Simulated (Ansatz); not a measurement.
**Comparing deformations in Mo**

Computed with DFT PBE, scalar-relativistic, plane waves, PAW (Ansatz 0.2.0). The runs took a 420 eV cutoff, a Γ-centred 26×26×26 mesh and Gaussian smearing (0.15 eV). No spin polarisation. Energies are free energies at this smearing, counted from the undisturbed cell; pressure is positive in compression.

The starting cell (relaxed at this level; with this scan's settings it stands at 0.1 GPa):

```
Mo
1.0
    -1.58022    1.58022    1.58022
     1.58022   -1.58022    1.58022
     1.58022    1.58022   -1.58022
Mo
1
Direct
  0.00000 0.00000 0.00000
```

The cell is strained by ε times a Voigt pattern (xx, yy, zz, yz, xz, xy; engineering shear) with fractional coordinates fixed. τ = (1/V0) dE/dε comes from the stress tensor. Of each scan, only the three points used here are listed.

| pattern | ε | τ (GPa) |
| --- | --- | --- |
| (0, 0, 0, 0, 1, 0) | -0.0025 | -0.25 |
| (0, 0, 0, 0, 1, 0) | 0.0000 | 0.00 |
| (0, 0, 0, 0, 1, 0) | 0.0025 | 0.25 |
| (0, 1, 0, 0, 0, 0) | -0.0100 | -4.93 |
| (0, 1, 0, 0, 0, 0) | 0.0000 | -0.10 |
| (0, 1, 0, 0, 0, 0) | 0.0100 | 4.41 |
| (1, 1, 0, 0, 0, 0) | -0.0250 | -34.43 |
| (1, 1, 0, 0, 0, 0) | 0.0000 | -0.21 |
| (1, 1, 0, 0, 0, 0) | 0.0250 | 28.03 |
| (0, 0, 1, 0, 0, 0) | -0.0250 | -12.73 |
| (0, 0, 1, 0, 0, 0) | 0.0000 | -0.10 |
| (0, 0, 1, 0, 0, 0) | 0.0250 | 10.60 |

Problem. Which constants do the scans give, and which deformation costs least for the same size of strain tensor?

Solution. The slope dτ/dε at zero (parabola through three points) is pᵀCp: (0, 0, 0, 0, 1, 0) gives C44 = 100 GPa; (0, 1, 0, 0, 0, 0) gives C11 = 467 GPa; (1, 1, 0, 0, 0, 0) gives 2(C11 + C12) = 1249 GPa; (0, 0, 1, 0, 0, 0) gives C11 = 467 GPa. The size of the strain tensor, ε:ε, is ε² times 0.5, 1.0, 2.0, 1.0. Per unit of it the stiffnesses are 201, 467, 625, 467 GPa, so (0, 0, 0, 0, 1, 0) is the softest of these: at ε:ε = (1 %)² the quadratic term costs 0.99 meV/atom against 3.08 for the stiffest.

Problem. What else follows for this cubic crystal?

Solution. From the unrounded slopes C11 = 466.7 and C12 = 157.9 GPa, so B = (C11 + 2 C12)/3 = 261 GPa and the Poisson ratio for a pull along a cube edge is C12/(C11 + C12) = 0.25.

Problem. How anisotropic is this cubic crystal?

Solution. Zener's ratio 2 C44/(C11 − C12) = 0.65; it is 1 for an isotropic solid.

In a metal these slopes depend on the k mesh and the smearing.